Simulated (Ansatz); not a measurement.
Dy in several cubic structure types, each at its own equilibrium volume.

Method: PBE, plane waves, PAW datasets (generated soft set 1) (Ansatz 0.2.0 development build).

Settings: cutoff 420 eV; no spin polarisation; Fermi–Dirac smearing of 0.0612 eV; k-meshes 38³ (bcc), 33³ (diamond), 37³ (fcc).

Rank the structures by energy per atom, lowest first.
A. diamond
B. bcc
C. fcc

B (0.0 meV/atom), C (25 meV/atom), A (759 meV/atom).

Give the equilibrium volume and bulk modulus of each.


| structure | V₀ (Å³/atom) | B₀ (GPa) |
| --- | --- | --- |
| bcc | 32.23 | 18.5 |
| diamond | 23.06 | 53 |
| fcc | 32.40 | 15.9 |

Only these cubic types are compared here; the real ground state can be another structure or magnetic.

Model structures, not the usual forms at ambient conditions (metastable or hypothetical): Dy (bcc type), Dy (diamond type), Dy (fcc type). The open f shell is treated without spin here, so this is a model state and not the ground state.
